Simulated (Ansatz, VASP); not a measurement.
## Pb: VASP beside Ansatz

```xyz
2
Lattice="3.5139 0.0000 0.0000 -1.7570 3.0431 0.0000 0.0000 0.0000 5.7970" Properties=species:S:1:pos:R:3 pbc="T T T"
Pb    0.0000    2.0288    1.4492
Pb    1.7570    1.0144    4.3477
```

This isn't the form of Pb at room conditions, which is fcc.

Alike in both runs: functional r2SCAN; k mesh 15 × 15 × 8; occupations gaussian, width 0.1 eV; no spin polarisation.

Ansatz relaxed the structure, and its values are those at the end. VASP's run is a single point on that final structure, the one shown.

|  | VASP | Ansatz |
| --- | --- | --- |
| version | VASP 6.6.1 | Ansatz 0.2.0 |
| potentials or method | VASP PAW PBE potentials, release 64 (Pb_d) | scalar-relativistic, plane waves, PAW |
| plane-wave cutoff (eV) | 520 | 500 |
| valence electrons in the cell | 28 | 28 |

```tsv
	VASP	Ansatz	Ansatz less VASP
gap on the k mesh at the Fermi level (eV)	none	none	-
pressure (GPa)	0.0	0.0	+0.01
```

A gap of «none» marks a metal or a gap that the smearing closes.

Caveats: the PAW data sets were made with another functional, which shifts forces and pressure a little (VASP). The runs have no spin-orbit coupling, so splittings on Pb are missing.
